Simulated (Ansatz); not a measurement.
BaTiO3:

```xyz
5
Lattice="3.9998 0.0000 0.0000 0.0000 3.9998 0.0000 0.0000 0.0000 4.0180" Properties=species:S:1:pos:R:3 pbc="T T T"
Ba    0.0000    0.0000    0.0000
Ti    1.9999    1.9999    1.9688
O     0.0000    1.9999    2.0773
O     1.9999    0.0000    2.0773
O     1.9999    1.9999    0.0763
```

Base run:

| Property | Result |
| --- | --- |
| Program | Ansatz 0.2.0 |
| Functional | PBE |
| Potentials or basis | Ansatz PAW |
| Cutoff | 420 eV (not typed: the program's choice for these potentials) |
| k mesh | 7 × 7 × 7 |
| Occupations | fermi-dirac, width 0.05 eV |
| Spin | no spin polarisation |
| Hubbard terms | Ti d U = 1 eV |

Its results: band gap on the k mesh 2.03 eV, indirect (least direct gap 2.20 eV); pressure 2.7 GPa; largest force 0.264 eV/Å.

Question: After a change of settings the same cell gave: band gap on the k mesh 2.54 eV, indirect (least direct gap 2.73 eV); pressure 4.1 GPa; largest force 0.169 eV/Å. Which change was it?
A. hubbard terms from Ti d U = 1 eV to Ti d U = 3 eV
B. hubbard terms from Ti d U = 1 eV to Ti d U = 5 eV
C. hubbard terms from Ti d U = 1 eV to none; hubbard projectors from ortho-atomic (the default) to none

Answer: B.

Caveats: the k mesh misses the band edges, so the gap on the mesh is wider than the one along the path; spin-orbit coupling is left out, which moves the levels of the heavy elements.
